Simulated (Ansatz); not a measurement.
AgCl (zincblende) was relaxed with 5 functionals in the plane-wave code Ansatz, cell and atoms free, the symmetry of the start kept (meshes: PBE 8×8×8, r2SCAN 6×6×6, PBEsol 6×6×6, LDA 6×6×6, HSE06 4×4×4). No spin polarisation. The prototype was imposed, so other structures may be more stable.

The PBE result:
```yaml
crystal:
  lattice:
    - [0.00000, 3.02936, 3.02936]
    - [3.02936, 0.00000, 3.02936]
    - [3.02936, 3.02936, 0.00000]
  atoms:
    - { symbol: Ag, position: [0.00000, 0.00000, 0.00000] }
    - { symbol: Cl, position: [0.25000, 0.25000, 0.25000] }
```

The symmetry is F-43m (No. 216, cubic); a = 6.059 Å in the conventional setting, 27.80 Å³ an atom. Ag is surrounded by 4 Cl at 2.62 Å; Cl is surrounded by 4 Ag at 2.62 Å.

Task: What lattice does HSE06 give?

Result: a = 6.054 Å; the volume differs by -0.2 % from PBE's. Ag has 4 Cl at 2.62 Å; Cl has 4 Ag at 2.62 Å.

Task: How does the cell change with PBEsol?

Result: a = 5.887 Å; the volume differs by -8.3 % from PBE's. Around Ag lie 4 Cl at 2.55 Å; around Cl lie 4 Ag at 2.55 Å.

Task: Held at the r2SCAN cell, what mean stress do LDA and PBE find, and does its sign point to their own minimum?

Result: Yes. LDA -4.03 GPa, and its relaxed volume is -10.2 % from r2SCAN's; PBE +1.19 GPa, and its relaxed volume is +3.7 % from r2SCAN's. Compression counts positive, so a positive stress asks for a larger cell.
